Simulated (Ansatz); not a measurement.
## PbS: experiment and calculation

**Experimental background.**

A printed reference work, textbook reports, for a bulk crystal of PbS at 300 K: lattice constant a 5.9362 Å.

The results are compared with them further down.

All numbers below come from DFT PBE, scalar-relativistic, plane waves, PAW in Ansatz 0.2.0.

Settings: cutoff 420 eV, Γ-centred mesh 10×10×10 on the computed 2-atom cell, Gaussian smearing of 0.02 eV; no spin polarisation.

Relaxed structure, symmetry kept:

```
Pb S
1.0
     0.00000    3.00451    3.00451
     3.00451    0.00000    3.00451
     3.00451    3.00451    0.00000
Pb S
1 1
Direct
  0.00000 0.00000 0.00000
  0.50000 0.50000 0.50000
```

```
Space group                                                                                                                                 : Fm-3m (No. 225)
Volume per atom                                                                                                                             : 27.12 Å³
Formation energy from the elements' standard states (uncorrected)                                                                           : -0.550 eV/atom
Kohn–Sham band gap                                                                                                                          : 0.49 eV, direct at L
Löwdin character of the top 1 eV of the valence band                                                                                        : S 3p 72 %, Pb 6s 17 %, Pb 6p 8 %
Löwdin character of the lowest 1 eV of the conduction band                                                                                  : Pb 6p 70 %, S 3s 15 %, S 3p 10 %
Electron masses at the edge by Cartesian direction of the standard setting (m_e; degenerate bands sorted by energy; no spin-orbit coupling) : x: 0.16; y: 0.16; z: 0.16
Hole masses at the edge by Cartesian direction of the standard setting (m_e; degenerate bands sorted by energy; no spin-orbit coupling)     : x: 0.15; y: 0.15; z: 0.15
Bulk modulus                                                                                                                                : 53 GPa
Its pressure derivative                                                                                                                     : 4.3
Bader charges (e)                                                                                                                           : Pb (1 in the cell) 1.00, S (1 in the cell) -1.00
```

Spin-orbit coupling is left out, which matters for the bands of heavy elements.

Against the measured lattice constant a of PbS, 5.9362 Å (300 K; a printed reference work, textbook), the calculated 6.009 Å is off by +1.2 %. The calculation is for 0 K without zero-point motion.